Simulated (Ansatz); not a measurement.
# Residual resistivity of an alloy: Os(0001) with 2 layers of random Os-Au, 2x2, part 2 of 2

How strongly does chemical disorder scatter in Os(0001) with 2 layers of random Os-Au, 2x2?

Ansatz 0.2.0; Ansatz plane-wave DFT, PBE, PAW files; ballistic transport by layer matching (Landauer), zero bias; PAW set soft_1.

So far. Step 3 (With 6 alloy layers): Over the solved energies the transmission per spin lies between 2.19 and 2.32, out of 4.53 channels of the lead on average (up to 4.55).

**4. With 10 alloy layers**

In 10 layers a share of 0.125 of the sites is given to Au at random. A fresh draw is used; the growth of the resistance with length is what counts.

System of this step: Os(0001) with 10 layers of random Os-Au, 2x2. The cell holds 80 atoms: 75 Os and 5 Au. Its edges and angles: a = 5.468 Å, b = 5.468 Å, c = 43.197 Å, α = 90.0°, β = 90.0°, γ = 120.0°. It derives from Os. Regions: lead, 40 atoms (40 Os); scattering region, 40 atoms (35 Os and 5 Au). The structure is stacked along c, and the current runs across the ab planes.

input.yaml

```yaml
crystal:
  lattice:
    - [5.4682, 0.0, 0.0]
    - [-2.7341, 4.735600113, 0.0]
    - [0.0, 0.0, 43.197]
  atoms:
    - { symbol: Os, position: [0.1666666667, 0.3333333333, 0.025] }
    - { symbol: Os, position: [0.1666666667, 0.8333333333, 0.025] }
    - { symbol: Os, position: [0.6666666667, 0.3333333333, 0.025] }
    - { symbol: Os, position: [0.6666666667, 0.8333333333, 0.025] }
    - { symbol: Os, position: [0.3333333333, 0.1666666667, 0.075] }
    - { symbol: Os, position: [0.3333333333, 0.6666666667, 0.075] }
    - { symbol: Os, position: [0.8333333333, 0.1666666667, 0.075] }
    - { symbol: Os, position: [0.8333333333, 0.6666666667, 0.075] }
    - { symbol: Os, position: [0.1666666667, 0.3333333333, 0.125] }
    - { symbol: Os, position: [0.1666666667, 0.8333333333, 0.125] }
    - { symbol: Os, position: [0.6666666667, 0.3333333333, 0.125] }
    - { symbol: Os, position: [0.6666666667, 0.8333333333, 0.125] }
    - { symbol: Os, position: [0.3333333333, 0.1666666667, 0.175] }
    - { symbol: Os, position: [0.3333333333, 0.6666666667, 0.175] }
    - { symbol: Os, position: [0.8333333333, 0.1666666667, 0.175] }
    - { symbol: Os, position: [0.8333333333, 0.6666666667, 0.175] }
    - { symbol: Os, position: [0.1666666667, 0.3333333333, 0.225] }
    - { symbol: Os, position: [0.1666666667, 0.8333333333, 0.225] }
    - { symbol: Os, position: [0.6666666667, 0.3333333333, 0.225] }
    - { symbol: Os, position: [0.6666666667, 0.8333333333, 0.225] }
    - { symbol: Os, position: [0.3333333333, 0.1666666667, 0.275] }
    - { symbol: Os, position: [0.3333333333, 0.6666666667, 0.275] }
    - { symbol: Os, position: [0.8333333333, 0.1666666667, 0.275] }
    - { symbol: Os, position: [0.8333333333, 0.6666666667, 0.275] }
    - { symbol: Os, position: [0.1666666667, 0.3333333333, 0.325] }
    - { symbol: Os, position: [0.1666666667, 0.8333333333, 0.325] }
    - { symbol: Os, position: [0.6666666667, 0.3333333333, 0.325] }
    - { symbol: Os, position: [0.6666666667, 0.8333333333, 0.325] }
    - { symbol: Os, position: [0.3333333333, 0.1666666667, 0.375] }
    - { symbol: Os, position: [0.3333333333, 0.6666666667, 0.375] }
    - { symbol: Os, position: [0.8333333333, 0.1666666667, 0.375] }
    - { symbol: Os, position: [0.8333333333, 0.6666666667, 0.375] }
    - { symbol: Os, position: [0.1666666667, 0.3333333333, 0.425] }
    - { symbol: Os, position: [0.1666666667, 0.8333333333, 0.425] }
    - { symbol: Os, position: [0.6666666667, 0.3333333333, 0.425] }
    - { symbol: Os, position: [0.6666666667, 0.8333333333, 0.425] }
    - { symbol: Os, position: [0.3333333333, 0.1666666667, 0.475] }
    - { symbol: Os, position: [0.3333333333, 0.6666666667, 0.475] }
    - { symbol: Os, position: [0.8333333333, 0.1666666667, 0.475] }
    - { symbol: Au, position: [0.8333333333, 0.6666666667, 0.475] }
    - { symbol: Os, position: [0.1666666667, 0.3333333333, 0.525] }
    - { symbol: Os, position: [0.1666666667, 0.8333333333, 0.525] }
    - { symbol: Os, position: [0.6666666667, 0.3333333333, 0.525] }
    - { symbol: Os, position: [0.6666666667, 0.8333333333, 0.525] }
    - { symbol: Os, position: [0.3333333333, 0.1666666667, 0.575] }
    - { symbol: Au, position: [0.3333333333, 0.6666666667, 0.575] }
    - { symbol: Os, position: [0.8333333333, 0.1666666667, 0.575] }
    - { symbol: Os, position: [0.8333333333, 0.6666666667, 0.575] }
    - { symbol: Os, position: [0.1666666667, 0.3333333333, 0.625] }
    - { symbol: Os, position: [0.1666666667, 0.8333333333, 0.625] }
    - { symbol: Au, position: [0.6666666667, 0.3333333333, 0.625] }
    - { symbol: Au, position: [0.6666666667, 0.8333333333, 0.625] }
    - { symbol: Au, position: [0.3333333333, 0.1666666667, 0.675] }
    - { symbol: Os, position: [0.3333333333, 0.6666666667, 0.675] }
    - { symbol: Os, position: [0.8333333333, 0.1666666667, 0.675] }
    - { symbol: Os, position: [0.8333333333, 0.6666666667, 0.675] }
    - { symbol: Os, position: [0.1666666667, 0.3333333333, 0.725] }
    - { symbol: Os, position: [0.1666666667, 0.8333333333, 0.725] }
    - { symbol: Os, position: [0.6666666667, 0.3333333333, 0.725] }
    - { symbol: Os, position: [0.6666666667, 0.8333333333, 0.725] }
    - { symbol: Os, position: [0.3333333333, 0.1666666667, 0.775] }
    - { symbol: Os, position: [0.3333333333, 0.6666666667, 0.775] }
    - { symbol: Os, position: [0.8333333333, 0.1666666667, 0.775] }
    - { symbol: Os, position: [0.8333333333, 0.6666666667, 0.775] }
    - { symbol: Os, position: [0.1666666667, 0.3333333333, 0.825] }
    - { symbol: Os, position: [0.1666666667, 0.8333333333, 0.825] }
    - { symbol: Os, position: [0.6666666667, 0.3333333333, 0.825] }
    - { symbol: Os, position: [0.6666666667, 0.8333333333, 0.825] }
    - { symbol: Os, position: [0.3333333333, 0.1666666667, 0.875] }
    - { symbol: Os, position: [0.3333333333, 0.6666666667, 0.875] }
    - { symbol: Os, position: [0.8333333333, 0.1666666667, 0.875] }
    - { symbol: Os, position: [0.8333333333, 0.6666666667, 0.875] }
    - { symbol: Os, position: [0.1666666667, 0.3333333333, 0.925] }
    - { symbol: Os, position: [0.1666666667, 0.8333333333, 0.925] }
    - { symbol: Os, position: [0.6666666667, 0.3333333333, 0.925] }
    - { symbol: Os, position: [0.6666666667, 0.8333333333, 0.925] }
    - { symbol: Os, position: [0.3333333333, 0.1666666667, 0.975] }
    - { symbol: Os, position: [0.3333333333, 0.6666666667, 0.975] }
    - { symbol: Os, position: [0.8333333333, 0.1666666667, 0.975] }
    - { symbol: Os, position: [0.8333333333, 0.6666666667, 0.975] }
kpoints:
  mp_grid: { grid: [5, 5, 1] }
hamiltonian:
  xc: pbe
  pseudopotentials: { kind: paw, azcp: { folder: soft_1 } }
scf:
  occupations: { method: fermi_dirac, width: 0.1 }
output:
  transmission:
    leads: [[0, 8]]
    kmesh: [10, 10]
    e_range: [-0.05, 0.05]
    de: 0.05
  write_potential: true
  write_density: true
  volumetric_format: npy
```

Started as:

```
$ ansatz run input.yaml --threads 4 --pin off --max-ram 15360MiB --backend cpu --events-out ev --progress --plain --runs-dir out
```

Numbers of over 12 decimals in the logs are rounded to 6 here.

Log:

```text
[...]
Crystal: 80 atoms, lattice volume = 1118.595 Å³
Basis set: ecut = 420 eV, 21739 PW (Γ)
Bands: 777, of which v1, the nominal top of the filled ones, is band 648 counted from 1 (647 counted from 0)
Symmetry: 1 space group operations
[...]
k-points: 13 of 25 (time reversal used)
[...]
SCF iter   1: F=—  HF=-919767.499622 eV  |F-HF|=—  |Δ(HF+E_count)|=         —  Δρ=1.72e-1  dr2=4.45e3  ethr=3.10e-3  ⟨swp⟩=5.5  Hψ=33727  notcnv=0  defer=105
[...]
SCF iter  12: F=-919687.830674 eV  HF=-919687.830674 eV  |F-HF|=5.05e-8  |Δ(HF+E_count)|=   1.73e-8  Δρ=6.29e-7  dr2=5.21e-8  ethr=7.72e-12  ⟨swp⟩=10.2  Hψ=26394  notcnv=0
SCF 1 converged in 12 iterations: F = -919687.830674 eV  dr2 = 5.21e-8
[...]
transmission: 417 of 4160 steps passed
transmission: 832 of 4160 steps passed
[...]
transmission: 4160 of 4160 steps passed
SCF converged after 12 iterations
Free energy (F): -919687.830674 eV
[...]
Internal energy: -919685.965991 eV  (E = F + TS)
E sigma→0 (E₀):  -919686.898332 eV
Entropy (-TS):   -1.864682 eV (-23.309 meV/atom)
Fermi energy:    26.166904 eV
[...]
--- Band table (eV; the first three rows and the last of 13) ---
  k-point 0: bands = [... 644 lower, 26.7073, 26.7288, 26.7418, 26.7508, 26.7619, 26.7886, 26.8367, 26.8451, ... 125 higher]
  k-point 1: bands = [... 644 lower, 26.4306, 26.5027, 26.5357, 26.5719, 26.6434, 26.7004, 26.7634, 26.8088, ... 125 higher]
  k-point 2: bands = [... 644 lower, 25.9226, 25.9421, 25.9681, 25.9779, 25.9831, 26.0221, 26.0526, 26.0887, ... 125 higher]
  k-point 12: bands = [... 644 lower, 26.0901, 26.1101, 26.1958, 26.2051, 26.2288, 26.2432, 26.2882, 26.2930, ... 125 higher]
--- Transmission ---
  basis      : 223 plane waves across, 80 finite elements along
  points     : 52, standing for a mesh of 10 x 10
[...]
channels       : 4.550000e0 a spin
[...]
junction   : crystal 0 to crystal 0, 3.62 to 42.50 Å
    transmission   : 1.726466e0 a spin
[...]
```

Wall time 33 min (4 threads of Arm Neoverse V1, shared host); peak memory 8.8 GiB.

This step gave:

| Item | Value |
| --- | --- |
| free energy | -919687.8307 eV |
| energy at zero smearing | -919686.8983 eV |
| Fermi energy | 26.17 eV |
| transmission per spin nearest the Fermi level | 1.726 |
| step of the lead's potential | 5.1 meV |

Per spin. Table of transmission, zone mean by energy, zero at the Fermi level:

```
energy (eV)  transmission, zone mean
    -0.0500                     1.76
     0.0000                     1.73
     0.0500                     1.70
```

Over the solved energies the transmission per spin lies between 1.70 and 1.76, out of 4.53 channels of the lead on average (up to 4.55).

**5. The fit**

This step: Ansatz plane-wave DFT, PBE, PAW files; ballistic transport by layer matching (Landauer), zero bias; residual resistivity from the slope of the area resistance, atoms on the host's lattice; PAW set soft_1 (Ansatz 0.2.0).

This step gave:

```yaml
resistivity: 50.45 µΩ cm
intercept: 0.1019 fΩ m²
scatter_about_the_fit: 0.004531 fΩ m²
```

Resistance, by row:

| run | length (Å) | T | channels N | RA (fΩ m²) |
| --- | --- | --- | --- | --- |
| n2 | 4.32 | 3.152 | 4.533 | 0.323 |
| n6 | 12.96 | 2.248 | 4.533 | 0.7492 |
| n10 | 21.6 | 1.73 | 4.533 | 1.195 |

The area resistance by length of the alloy:

| length of the alloy (Å) | area resistance (fΩ m²) |
| --- | --- |
| 4.32 | 0.323 |
| 12.96 | 0.749 |
| 21.60 | 1.19 |

The area resistance goes from 0.32 to 1.2 fΩ m² between 4.3 and 21.6 Å, a slope of 50 µΩ cm.

By hand from the end points: (1.195 − 0.3230) fΩ m² / (21.60 − 4.32) Å = 50 µΩ cm, since 1 fΩ m² per Å is 1000 µΩ cm.

**6. Outcome**

* resistivity from the slope: 50.4 µΩ cm
* area resistance over 4.32 Å: 0.323 fΩ m²
* area resistance over 13.0 Å: 0.749 fΩ m²
* area resistance over 21.6 Å: 1.19 fΩ m²

In words: The slope gives 50 µΩ cm. The points scatter by 0.0045 fΩ m² about the line, with one random draw a length in a 2x2 cell, so the slope is a rough value. Read with a model of isotropic scattering on a spherical Fermi surface and the lead's 1.4×10¹⁵ S/m², this slope means a mean free path near 11 Å; over these lengths the model's slope is within 3 % of its bulk resistivity. The draw over the shortest length came out nearly ordered, with 12 symmetry operations, so that point is a poor sample of a random alloy. The atoms sit on the host's lattice, so scattering by size misfit is left out. Spin-orbit coupling is left out, which matters for Au and Os.

[Logs are printed without paths, hosts, clocks, repeated set-up lines and the standing remarks that a program may print on its own settings, such as how far it seeks lower states.]

[Hosts, paths, dates, database ids (printed as entryN), source tags and the programs' standing remarks are cut or masked in the printed files.]
